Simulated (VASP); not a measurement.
The system is SnS2.

```
Sn S
1.0
     3.63900    0.00000    0.00000
    -1.81950    3.15147    0.00000
     0.00000    0.00000    5.86800
Sn S
1 2
Cartesian
  0.0000 0.0000 0.0000
  0.0000 2.1010 1.4670
  1.8195 1.0505 4.4010
```

- Program: VASP 6.6.1
- Task: relaxation of cell and atoms
- Functional: PBE
- Potentials or basis: VASP PAW PBE potentials, release 64 (Sn_d, S)
- Cutoff: 600 eV
- k mesh: 9 × 9 × 5
- Occupations: gaussian, width 0.03 eV
- Spin: no spin polarisation

At the start: pressure 4.2 GPa; volume 22.43 Å³/atom.

**Question.** How do energy, volume and symmetry change on relaxing?

**Answer.** Over 14 steps the energy falls by 26.9 meV/atom and the volume is 26.77 Å³/atom (+19.4 %); space group P-3m1 (No. 164, to 0.05 Å).

The path:
| step | energy change (eV) | largest force (eV/Å) | pressure (GPa) | volume (Å³) |
| --- | --- | --- | --- | --- |
| 1 | 0.0000 | 0.2414 | 4.20 | 67.30 |
| 2 | -0.0153 | 0.5887 | -2.55 | 73.18 |
| 3 | -0.0411 | 0.2469 | 0.14 | 70.47 |
| 4 | -0.0458 | 0.1839 | 0.12 | 70.89 |
| 5 | -0.0510 | 0.0223 | 0.05 | 71.99 |
| 6 | -0.0552 | 0.0192 | 0.05 | 72.38 |
| 7 | -0.0651 | 0.0079 | 0.10 | 73.55 |
| 8 | -0.0759 | 0.0258 | 0.37 | 75.85 |
| 9 | -0.0717 | 0.1573 | 1.46 | 80.28 |
| 10 | -0.0767 | 0.1162 | 1.00 | 78.26 |
| 11 | -0.0801 | 0.0148 | 0.22 | 79.77 |
| 12 | -0.0802 | 0.0437 | 0.06 | 80.11 |
| 13 | -0.0805 | 0.0311 | 0.03 | 80.18 |
| 14 | -0.0807 | 0.0075 | -0.01 | 80.32 |

Final structure:
```
Sn S
1.0
     3.70129    0.00000    0.00000
    -1.85065    3.20541    0.00000
     0.00000    0.00000    6.77029
Sn S
1 2
Direct
  0.00000 0.00000 0.00000
  0.33333 0.66667 0.21836
  0.66667 0.33333 0.78164
```

Caveat: the volume moved by over 15 % at a fixed basis, so the end points are rough; this functional lacks dispersion, which binds the layers, so the pressure and a relaxed spacing across them are unreliable, and here the layers came unbound; the volume moved by +19 % from the deposited cell, more than functionals usually miss.
